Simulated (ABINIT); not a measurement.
# MgB2: equation of state with rPW86PBE

The system is MgB2.

```
Mg B
1.0
     3.08500    0.00000    0.00000
    -1.54250    2.67169    0.00000
     0.00000    0.00000    3.52300
Mg B
1 2
Direct
  0.00000 0.00000 0.00000
  0.66667 0.33333 0.50000
  0.33333 0.66667 0.50000
```

| Item | Value |
| --- | --- |
| Program | ABINIT 10.8.3 (patched build) |
| Task | equation of state |
| Functional | rPW86PBE |
| Potentials or basis | JTH PAW PBE v2.0 |
| Cutoff | 517 eV |
| k mesh | 10 × 10 × 8 |
| Occupations | fermi-dirac, width 0.05 eV |
| Spin | no spin polarisation |

| Property | Result |
| --- | --- |
| Equilibrium volume | 9.69 Å³/atom |
| Bulk modulus at fixed shape and positions | 148 GPa |
| Pressure derivative of the bulk modulus | 3.6 |

Energy against volume, from the lowest point:
```csv
volume (Å³/atom),energy (meV/atom)
9.098,18.45
9.292,8.08
9.485,2.07
9.679,0.00
9.873,1.53
10.066,6.34
10.260,14.16
```

It took 2.1 min on 1 thread of Arm Neoverse V1 (shared host), peak memory 0.14 GiB.

Caveat: pressures at fixed basis lie under the slope of the energies; the cell was scaled at fixed shape and fractional positions, which overstates the stiffness of a crystal with free parameters, most of all of layers and chains; the PAW data sets were made with another functional, which shifts forces and pressure a little; the atomic spheres overlap.
